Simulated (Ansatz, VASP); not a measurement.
AgCl in VASP and in Ansatz

File INCAR:

```
  ALGO = Normal
  EDIFF = 1E-6
  ENCUT = 520
  GGA = PS
  ISIF = 2
  ISMEAR = -1
  LASPH = T
  LCHARG = T
  LELF = T
  LREAL = F
  LVHAR = T
  LWAVE = F
  NBANDS = 16
  NELM = 60
  PREC = Accurate
  SIGMA = 0.01
```

The input KPOINTS:

```
k-points
0
Gamma
  9 9 9
```

The input POSCAR:

```
AgCl
1.0
    0.0000000000      2.7823631906      2.7823631906
    2.7823631906      0.0000000000      2.7823631906
    2.7823631906      2.7823631906      0.0000000000
Ag Cl
1 1
Direct
    0.5000000000      0.5000000000      0.5000000000
    0.0000000000      0.0000000000      0.0000000000
```

Input for Ansatz:

```yaml
crystal:
  lattice:
    - [0.0, 2.7823631906, 2.7823631906]
    - [2.7823631906, 0.0, 2.7823631906]
    - [2.7823631906, 2.7823631906, 0.0]
  atoms:
    - { symbol: Ag, position: [0.5, 0.5, 0.5] }
    - { symbol: Cl, position: [0.0, 0.0, 0.0] }
kpoints:
  mp_grid: { grid: [9, 9, 9] }
  band_path:
    path:
      - [0.0, 0.0, 0.0]
      - [0.5, 0.0, 0.5]
      - [0.625, 0.25, 0.625]
      - [0.375, 0.375, 0.75]
      - [0.0, 0.0, 0.0]
      - [0.5, 0.5, 0.5]
      - [0.5, 0.25, 0.75]
      - [0.5, 0.0, 0.5]
    npoints: 5
scf:
  occupations: { method: fermi_dirac, width: 0.01 }
hamiltonian:
  xc: pbesol
  pseudopotentials: { kind: all_electron, lapw: { basis_error: 0.0005 } }
output:
  forces: true
  stress: true
  eigenvalues: true
```

Change from the starting cell: volume scaled by 1.01.

Alike in both runs: task single point; functional PBEsol; k mesh 9 × 9 × 9; occupations fermi-dirac, width 0.01 eV; no spin polarisation.

|  | VASP | Ansatz |
| --- | --- | --- |
| version | VASP 6.6.1 | Ansatz 0.2.0 |
| potentials or method | VASP PAW PBE potentials, release 64 (Ag, Cl) | all-electron LAPW, scalar-relativistic |
| plane-wave cutoff (eV) | 520 | see its input |

|  | VASP | Ansatz | Ansatz less VASP |
| --- | --- | --- | --- |
| gap on the k mesh at the Fermi level (eV) | 0.78 | 0.78 | +0.005 |
| pressure (GPa) | -3.1 | -3.0 | +0.10 |

Ansatz ran all-electron here, so the differences hold the error of VASP's frozen core and of both bases.

Caveats: the PAW data sets were made with another functional, which shifts forces and pressure a little (VASP); an odd mesh through Γ misses points on the zone boundary, where band edges often lie.
